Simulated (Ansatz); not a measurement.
Ansatz input file:

```yaml
crystal:
  lattice:
    - [2.8876553519, 0.0, 0.0]
    - [-1.443827676, 2.5007828921, 0.0]
    - [0.0, 0.0, 5.855216887]
  atoms:
    - { symbol: Ta, position: [0.0, 0.0, 0.0] }
    - { symbol: Ta, position: [0.0, 0.0, 0.5] }
    - { symbol: "N", position: [0.3333333333, 0.6666666667, 0.25] }
    - { symbol: "N", position: [0.6666666667, 0.3333333333, 0.75] }
basis:
  ecutwfc: 420
kpoints:
  mp_grid: { grid: [18, 18, 8] }
hamiltonian:
  xc: pbe
scf:
  occupations: { method: gaussian, width: 0.1 }
output:
  forces: true
  stress: true
  eigenvalues: true
relax:
  adjacent_minimum: "off"
  f_tol: 0.01
  max_steps: 30
  cell: { stress_tol: 0.1, fix: [volume] }
```

Command:
```bash
ansatz run input.yaml --threads 1 --pin off --max-ram 2560MiB --backend cpu --events-out ev --progress --plain --runs-dir out
```

These are results of DFT PBE, scalar-relativistic, plane waves, PAW in Ansatz, not measurements.

From the run's log, abridged (iterations and final results):

```
SCF iter   1: F=—  HF=-20636.157947 eV  |F-HF|=—  |Δ(HF+E_count)|=         —  Δρ=7.43e-3  dr2=1.59e-2  ethr=1.77e-3  ⟨swp⟩=5.0  Hψ=18112  notcnv=0
SCF iter   2: F=—  HF=-20636.155416 eV  |F-HF|=—  |Δ(HF+E_count)|=   2.53e-3  Δρ=4.37e-3  dr2=6.36e-3  ethr=4.41e-5  ⟨swp⟩=1.0  Hψ=5555  notcnv=0
SCF iter   3: F=—  HF=-20636.153910 eV  |F-HF|=—  |Δ(HF+E_count)|=   1.51e-3  Δρ=9.38e-4  dr2=3.29e-4  ethr=1.77e-5  ⟨swp⟩=2.4  Hψ=6325  notcnv=0
SCF iter   4: F=—  HF=-20636.153836 eV  |F-HF|=—  |Δ(HF+E_count)|=   7.39e-5  Δρ=3.48e-4  dr2=3.52e-5  ethr=9.15e-7  ⟨swp⟩=2.0  Hψ=5803  notcnv=0
SCF iter   5: F=—  HF=-20636.153839 eV  |F-HF|=—  |Δ(HF+E_count)|=   2.05e-6  Δρ=6.22e-5  dr2=1.23e-6  ethr=9.76e-8  ⟨swp⟩=2.0  Hψ=6747  notcnv=0
SCF iter   6: F=-20636.153839 eV  HF=-20636.153839 eV  |F-HF|=6.12e-8  |Δ(HF+E_count)|=   3.45e-7  Δρ=1.70e-5  dr2=8.88e-8  ethr=2.78e-10  ⟨swp⟩=3.4  Hψ=17027  notcnv=0
SCF 1 converged in 6 iterations: F = -20636.153839 eV  dr2 = 8.88e-8
relax step   1: F+E_penalty+E_count = -20636.15383894 eV  Δ(F+E_penalty+E_count) = +0.000e0 eV  max|allowed force component| = 2.776e-17 eV/Å  Δτ_max = 0.0000 Å  P = +10.687 GPa  Ω = 42.283 Å³  fix = [volume]  reactions: volume +10.687 GPa (6 SCF iters, dr2 threshold 1.00e-7 eV, accepted)
Initial density: handed on by an earlier stage of this run
Initial wavefunctions: those handed on with the density
SCF iter   1: F=—  HF=-20636.152837 eV  |F-HF|=—  |Δ(HF+E_count)|=         —  Δρ=1.16e-3  dr2=6.38e-4  ethr=1.59e-6  ⟨swp⟩=2.0  Hψ=25845  notcnv=0
SCF iter   2: F=—  HF=-20636.152682 eV  |F-HF|=—  |Δ(HF+E_count)|=   1.55e-4  Δρ=6.67e-4  dr2=2.28e-4  ethr=1.59e-6  ⟨swp⟩=1.1  Hψ=4103  notcnv=0
SCF iter   3: F=—  HF=-20636.152586 eV  |F-HF|=—  |Δ(HF+E_count)|=   9.59e-5  Δρ=2.24e-4  dr2=2.56e-5  ethr=6.34e-7  ⟨swp⟩=2.8  Hψ=6856  notcnv=0
SCF iter   4: F=—  HF=-20636.152580 eV  |F-HF|=—  |Δ(HF+E_count)|=   6.54e-6  Δρ=6.35e-5  dr2=1.14e-6  ethr=7.12e-8  ⟨swp⟩=2.0  Hψ=5606  notcnv=0
SCF iter   5: F=-20636.152580 eV  HF=-20636.152580 eV  |F-HF|=7.96e-8  |Δ(HF+E_count)|=   9.69e-8  Δρ=1.68e-5  dr2=1.07e-7  ethr=1.11e-9  ⟨swp⟩=6.3  Hψ=18149  notcnv=0
SCF 2 converged in 5 iterations: F = -20636.152580 eV  dr2 = 1.07e-7
relax step   2: F+E_penalty+E_count = -20636.15257970 eV  Δ(F+E_penalty+E_count) = +1.259e-3 eV  max|allowed force component| = 3.053e-16 eV/Å  Δτ_max = 0.0000 Å  P = +10.433 GPa  Ω = 42.283 Å³  energy of the carried Pulay correction = +1.429e-5 eV  fix = [volume]  (5 SCF iters, dr2 threshold 4.00e-7 eV, rejected (line search))
SCF iter   1: F=—  HF=-20636.154275 eV  |F-HF|=—  |Δ(HF+E_count)|=         —  Δρ=8.09e-4  dr2=3.09e-4  ethr=6.14e-7  ⟨swp⟩=2.8  Hψ=25871  notcnv=0
SCF iter   2: F=—  HF=-20636.154200 eV  |F-HF|=—  |Δ(HF+E_count)|=   7.46e-5  Δρ=4.63e-4  dr2=1.10e-4  ethr=6.14e-7  ⟨swp⟩=1.8  Hψ=4806  notcnv=0
SCF iter   3: F=—  HF=-20636.154157 eV  |F-HF|=—  |Δ(HF+E_count)|=   4.28e-5  Δρ=1.45e-4  dr2=1.09e-5  ethr=3.05e-7  ⟨swp⟩=2.8  Hψ=6813  notcnv=0
SCF iter   4: F=—  HF=-20636.154158 eV  |F-HF|=—  |Δ(HF+E_count)|=   4.97e-7  Δρ=4.12e-5  dr2=4.68e-7  ethr=3.02e-8  ⟨swp⟩=2.0  Hψ=5635  notcnv=0
SCF iter   5: F=—  HF=-20636.154157 eV  |F-HF|=—  |Δ(HF+E_count)|=   6.58e-7  Δρ=9.22e-6  dr2=2.84e-8  ethr=1.30e-9  ⟨swp⟩=2.2  Hψ=6066  notcnv=0
SCF iter   6: F=—  HF=-20636.154157 eV  |F-HF|=—  |Δ(HF+E_count)|=   3.38e-9  Δρ=9.04e-7  dr2=1.83e-10  ethr=7.88e-11  ⟨swp⟩=2.0  Hψ=5745  notcnv=0
SCF iter   7: F=-20636.154157 eV  HF=-20636.154157 eV  |F-HF|=0.00e0  |Δ(HF+E_count)|=  1.20e-10  Δρ=1.48e-7  dr2=7.10e-12  ethr=1.00e-12  ⟨swp⟩=4.1  Hψ=13947  notcnv=0
SCF 3 converged in 7 iterations: F = -20636.154157 eV  dr2 = 7.10e-12
relax step   3: F+E_penalty+E_count = -20636.15415695 eV  Δ(F+E_penalty+E_count) = -3.180e-4 eV  max|allowed force component| = 3.608e-16 eV/Å  Δτ_max = 0.0000 Å  P = +10.606 GPa  Ω = 42.283 Å³  energy of the carried Pulay correction = +4.388e-6 eV  fix = [volume]  reactions: volume +10.606 GPa (7 SCF iters, accepted)
Initial wavefunctions: pseudopotential atomic-orbital guess (no wavefunctions were taken with the density)
SCF iter   1: F=—  HF=-20636.154180 eV  |F-HF|=—  |Δ(HF+E_count)|=         —  Δρ=9.65e-6  dr2=4.07e-9  ethr=1.92e-8  ⟨swp⟩=3.7  Hψ=30831  notcnv=0
SCF iter   2: F=—  HF=-20636.154181 eV  |F-HF|=—  |Δ(HF+E_count)|=   8.74e-7  Δρ=5.10e-6  dr2=1.00e-9  ethr=1.13e-11  ⟨swp⟩=2.9  Hψ=8150  notcnv=0
SCF iter   3: F=-20636.154181 eV  HF=-20636.154181 eV  |F-HF|=7.64e-11  |Δ(HF+E_count)|=   5.85e-9  Δρ=7.51e-7  dr2=5.43e-11  ethr=1.00e-12  ⟨swp⟩=3.5  Hψ=17230  notcnv=0
SCF 4 converged in 3 iterations: F = -20636.154181 eV  dr2 = 5.43e-11
SCF converged after 3 iterations
Free energy (F): -20636.154181 eV
Harris-Foulkes:  -20636.154181 eV  (|F-HF|=7.64e-11)
Internal energy: -20636.148846 eV  (E = F + TS)
E sigma→0 (E₀):  -20636.151513 eV
Entropy (-TS):   -0.005335 eV (-1.334 meV/atom)
Fermi energy:    20.685632 eV
--- Per-component energies (eV) ---
  E_band       = -86.690048
  E_kinetic    = 1002.923197
  E_local      = -1174.314927  (includes V_loc(G=0)·N_el)
  E_nonlocal   = 120.904943
  E_hartree    = 398.005817
  E_xc         = -560.906719
  E_vxc        = -566.117861  (∫ρ·V_xc dr)
  E_paw        = -17049.096631  (= ΣΔE_a)
  E_vpaw       = -266.097421  (= ΣTr[D̂ρ^β])
  E_aug_tail   = 0.000415  (compensation charges beyond the density's cutoff)
  E_ewald      = -3373.664940
  E_smearing   = -0.005335  (= −TS)
--- Forces (eV/Å), atoms counted from 1 ---
  atom   1  Ta     0.00000000     0.00000000     0.00000000
  atom   2  Ta     0.00000000     0.00000000     0.00000000
  atom   3  N      0.00000000     0.00000000     0.00000000
  atom   4  N      0.00000000     0.00000000     0.00000000
--- Stress (GPa, compression-positive) ---
       10.600003       0.000000       0.000000
        0.000000      10.600003       0.000000
        0.000000       0.000000      10.617170
  P = ⅓ Tr σ = 10.6057 GPa (106.057 kbar)
--- Band table (eV; the first three rows and the last of 185) ---
  k-point 0: bands = ["-47.6949", "-47.6532", "-14.8813", "-14.0492", "-13.7601", "-13.7601", "-13.6930", "-13.6930", "2.9311", "5.4424", "11.2713", "15.7557", "15.7557", "16.2508", "17.1346", "18.6738", "18.6738", "20.4530", "20.4530", "21.2866", "21.2866", "23.0651"]
  k-point 1: bands = ["-47.6933", "-47.6549", "-14.8517", "-14.0832", "-13.7575", "-13.7575", "-13.6956", "-13.6956", "3.0101", "5.3135", "11.4451", "15.8184", "15.8200", "15.8200", "17.5370", "18.3911", "18.3911", "20.7332", "20.7332", "21.3318", "21.3318", "22.7562"]
  k-point 2: bands = ["-47.6888", "-47.6594", "-14.7667", "-14.1790", "-13.7503", "-13.7503", "-13.7029", "-13.7029", "3.2388", "4.9736", "11.9204", "15.0690", "16.0109", "16.0109", "17.8355", "17.8355", "18.2303", "21.2432", "21.2432", "21.4556", "21.4556", "21.9789"]
  k-point 184: bands = ["-47.5662", "-47.5662", "-14.5557", "-14.5557", "-14.5386", "-14.5386", "-14.1998", "-14.1998", "5.3555", "5.3555", "13.3454", "13.3454", "14.8341", "14.8341", "14.9066", "14.9066", "20.2561", "20.2561", "23.4754", "23.4754", "23.9609", "23.9609"]
--- Relaxed structure (3 steps of the walk, 2 accepted, 1 SCFs on fresh bases) ---
  F+E_penalty+E_count = -20636.15418068 eV   max|allowed force component| = 1.665e-16 eV/Å   (the final SCF, on the basis selected at the relaxed cell)
  cell:  # Å, volume = 42.2829 Å³
    - [2.88542857, 0.0, 0.0]
    - [-1.44271428, 2.49885444, 0.0]
    - [0.0, 0.0, 5.86425767]
  atoms:
    - { symbol: Ta, position: [0.0, 0.0, 0.0] }
    - { symbol: Ta, position: [0.0, 0.0, 0.49999999] }
    - { symbol: N, position: [0.33333333, 0.66666666, 0.24999999] }
    - { symbol: N, position: [0.66666666, 0.33333333, 0.74999999] }
```

The relaxation met its thresholds.

Time: 37 s on 1 thread of Arm Neoverse V1 (shared host), peak memory 0.42 GiB.

Spin–orbit coupling is left out, which can shift energies with elements as heavy as these.